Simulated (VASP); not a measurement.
Runs of VASP 6.6.1 on AgCl. All rows change the cell; the cell of one of them follows. The structure is tetragonal, space group I4/mmm (No. 139). Conventional cell: a = 3.804 Å, b = 3.804 Å, c = 5.463 Å, α = 90.00°, β = 90.00°, γ = 90.00°. Ag (site symmetry 4/mmm) has 6 Cl at 2.69 to 2.73 Å as nearest neighbours. Cl (site symmetry 4/mmm) is surrounded by 6 Ag at 2.69 to 2.73 Å. 

```csv
cell,gap on the mesh (eV),pressure (GPa)
"strain -0.030 along x and y, -0.015 along z, atoms carried along",0.67,1.2
"strain -0.030 along x and y, +0.015 along z, atoms carried along",0.58,-0.3
"strain -0.030 along x and y, +0.030 along z, atoms carried along",0.55,(b)
"strain -0.015 along x and y, +0.030 along z, atoms carried along",0.60,(a)
```

Alike in all rows: task single point; level PBEsol; potentials or basis VASP PAW PBE potentials, release 64 (Ag, Cl); no spin polarisation; k mesh 8 × 8 × 8; cutoff (eV) 520; smearing gaussian 0.05 eV.

Task: Estimate the missing entries.

Result: (a) -2.5; (b) -0.9.

Caveats: the PAW data sets were made with another functional, which shifts forces and pressure a little.

A k mesh can miss the band edges, and the runs leave out spin-orbit coupling on Ag.
